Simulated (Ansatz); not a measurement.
# Si: the cost of one run

Method: DFT PBE, scalar-relativistic, plane waves, PAW, in Ansatz 0.2.0.

### 1 The structure to begin with

The structure is hexagonal, space group P-6m2 (No. 187). Conventional cell: a = 3.083 Å, b = 3.083 Å, c = 4.859 Å, α = 90.00°, β = 90.00°, γ = 120.00°. Si (site symmetry 3m) is surrounded by 4 Si at 2.19 to 2.23 Å. Around Si (site symmetry -6m2) lie 6 Si at 2.23 Å.

Coordinates:

```cif
data_structure
_symmetry_space_group_name_H-M 'P 1'
_symmetry_Int_Tables_number 1
_cell_length_a 3.0825
_cell_length_b 3.0825
_cell_length_c 4.8592
_cell_angle_alpha 90.000
_cell_angle_beta 90.000
_cell_angle_gamma 120.000
_cell_volume 39.99
loop_
_atom_site_label
_atom_site_type_symbol
_atom_site_fract_x
_atom_site_fract_y
_atom_site_fract_z
_atom_site_occupancy
Si1 Si 0.66667 0.33333 0.72496 1
Si2 Si 0.66667 0.33333 0.27504 1
Si3 Si 0.00000 0.00000 0.00000 1
```

The cell is invented: 4-, 6-connected net, elements by coordination (P-6m2, No. 187). The dimensions are guesses.

### 2 Probe: one point on a coarse mesh

File input.yaml:

```yaml
crystal:
  lattice:
    - [3.08250045, 0.0, 0.0]
    - [-1.54125023, 2.6695237, 0.0]
    - [0.0, 0.0, 4.85919948]
  atoms:
    - { symbol: Si, position: [0.66666667, 0.33333333, 0.7249647] }
    - { symbol: Si, position: [0.66666667, 0.33333333, 0.2750353] }
    - { symbol: Si, position: [0.0, 0.0, 0.0] }
basis:
  ecutwfc: 420
kpoints:
  mp_grid: { grid: [6, 6, 4] }
hamiltonian:
  xc: pbe
scf:
  occupations: { method: gaussian, width: 0.1 }
  lower_state_search: "off"
output:
  forces: true
  stress: true
  eigenvalues: true
```

Launch:

```bash
$ ansatz run input.yaml --threads 1 --pin off --max-ram 2560MiB --backend cpu --events-out ev --progress --plain --runs-dir out
```

Q: Estimate wall time and peak memory on 1 thread of Arm Neoverse V1, shared host.

About 1.1 s, with a peak of 0.26 GiB.
